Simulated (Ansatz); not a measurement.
The system is ZrC.

```
Zr C
1.0
     0.00000    2.36500    2.36500
     2.36500    0.00000    2.36500
     2.36500    2.36500    0.00000
Zr C
1 1
Direct
  0.50000 0.50000 0.50000
  0.00000 0.00000 0.00000
```

| Item | Value |
| --- | --- |
| Program | Ansatz 0.2.0 |
| Task | relaxation of cell and atoms |
| Functional | BLYP |
| Potentials or basis | Ansatz PAW |
| Cutoff | 420 eV (not typed: the program's choice for these potentials) |
| k mesh | 10 × 10 × 10 |
| Occupations | fermi-dirac, width 0.05 eV |
| Spin | no spin polarisation |

At the start: volume 13.23 Å³/atom.

Where does the relaxation end?

It ends after 5 steps and the volume is 13.49 Å³/atom (+1.9 %); space group Fm-3m (No. 225, to 0.05 Å).

Step by step:
| step | energy change (eV) | largest force (eV/Å) | volume (Å³) |
| --- | --- | --- | --- |
| 1 | 0.0000 | 0.0000 | 26.46 |
| 2 | 0.0004 | 0.0000 | 27.46 |
| 3 | -0.0058 | 0.0000 | 26.99 |
| 4 | -0.0058 | 0.0000 | 26.97 |
| 5 | -0.0068 | 0.0000 | 26.97 |

Final structure:
```
Zr C
1.0
     0.00000    2.38027    2.38027
     2.38027    0.00000    2.38027
     2.38027    2.38027    0.00000
Zr C
1 1
Cartesian
  2.3803 2.3803 2.3803
  0.0000 0.0000 0.0000
```

Caveat: the plane-wave basis is chosen anew once the cell has moved, so the energies of steps on either side of that aren't comparable; the PAW data sets come from PBE, with cores solved anew for the run's functional, which leaves a small shift of forces and pressure.
